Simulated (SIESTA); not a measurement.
Input of a SIESTA 5.4.2 run:

TiO.fdf

```
SystemName                      TiO
SystemLabel                     TiO
NumberOfSpecies                 2
NumberOfAtoms                   2
%block ChemicalSpeciesLabel
  1  22 Ti
  2   8 O
%endblock ChemicalSpeciesLabel

UseStructFile                   true

%block kgrid.MonkhorstPack
   10   0   0  0.5
    0  10   0  0.5
    0   0   8  0.5
%endblock kgrid.MonkhorstPack
XC.Functional                   GGA
XC.Authors                      PBEsol
PAO.BasisSize                   SZP
PAO.EnergyShift                 0.0075 Ry
Mesh.Cutoff                     800 Ry
OccupationFunction              FD
ElectronicTemperature           0.05 eV
MaxSCFIterations                120
SCF.MustConverge                false
SCF.Mixer.Method                Pulay
SCF.Mixer.Weight                0.25
SCF.Mixer.History               8
SCF.DM.Tolerance                5.0e-05
SCF.H.Tolerance                 1.0e-03 eV
WriteForces                     true
Charge.Mulliken                 end
%block PolarizationGrids
  22 6 5 yes
  6 22 5 yes
  6 6 18 yes
%endblock PolarizationGrids
```

TiO.STRUCT_IN

```
   3.0310000000     0.0000000000     0.0000000000
  -1.5155000000     2.6249229989     0.0000000000
   0.0000000000     0.0000000000     3.2377000000
2
1  22    0.6666666667     0.3333333333     0.0000000000
2   8    0.0000000000     0.0000000000     0.5000000000
```

Potentials or basis: PseudoDojo 0.4 standard (PBEsol files), SZP (energy shift 0.0075 Ry).

Launch:

```console
$ siesta TiO.fdf > TiO.out 2>&1
```

Task: Predict the band gap on the k mesh.

Result: 0.28 eV, direct.

Task: Predict the pressure.

Result: -41.2 GPa.

Stress tensor (GPa, compression positive):
```
-33.40  -0.04   0.00
 -0.04 -33.44   0.00
  0.00   0.00 -56.89
```

Caveat: a pressure of tens of GPa on the cell as given is suspect, and the run, the potentials or the cell itself is likely at fault; the basis of atomic orbitals isn't converged, which shifts pressures, moduli and gaps. Expect the measured gap to be larger: semilocal functionals such as PBEsol lack the derivative discontinuity.
